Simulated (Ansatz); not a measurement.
## Co under changes of volume

One of the cells (10.688 Å³/atom); the others are scaled copies at fixed shape and fractional positions:

```xyz
4
Lattice="2.4706 0.0000 0.0000 -1.2353 2.1396 0.0000 0.0000 0.0000 8.0882" Properties=species:S:1:pos:R:3 pbc="T T T"
Co    1.2353    0.7132    6.0662
Co    0.0000    0.0000    4.0441
Co    0.0000    1.4264    2.0221
Co    0.0000    0.0000    0.0000
```

| Property | Result |
| --- | --- |
| Program | Ansatz 0.2.0 |
| Functional | PBEsol |
| Potentials or basis | all-electron LAPW, scalar-relativistic |
| Cutoff | 314 eV (chosen from the basis error) |
| Basis error allowed | 0.001 eV/atom |
| k mesh | 12 × 12 × 4 |
| Occupations | fermi-dirac, width 0.05 eV |
| Spin | collinear spin, ferromagnetic start |
| Starting moments | [2.0, 2.0, 2.0, 2.0] μB |

| volume (Å³/atom) | energy over the lowest point (meV/atom) | pressure (GPa) | moment (μB per cell) |
| --- | --- | --- | --- |
| 10.047 | 9.19 | 8.8 | 6.24 |
| 10.261 | 1.29 | 3.4 | 6.37 |
| 10.475 | 0.00 | -1.4 | 6.50 |
| 10.688 | 4.72 | -5.8 | 6.59 |
| 10.902 | ? | ? | ? |
| 11.116 | 30.59 | -13.4 | 6.73 |
| 11.330 | 50.61 | -16.6 | 6.78 |

Q: What does the run at 10.902 Å³/atom give?

A: Energy over the lowest point 15.07 meV/atom; pressure -9.8 GPa; moment 6.66 μB per cell.

Worked out: A Birch-Murnaghan fit of order 3 (a polynomial in V^(-2/3)) to the other rows has its minimum at 10.41 Å³/atom with B0 = V·E''(V) = 228 GPa and B' = 3.4 at fixed shape and positions, which overstates the stiffness. It gives 15.12 meV/atom at 10.902 Å³/atom, against the run's 15.07, and -dE/dV = -9.7 GPa, against -9.8. A parabola through the other rows of the moment, of slope 0.333 μB per Å³/atom there, gives 6.67 μB, against the run's 6.66.

Energies are extrapolated to zero smearing.
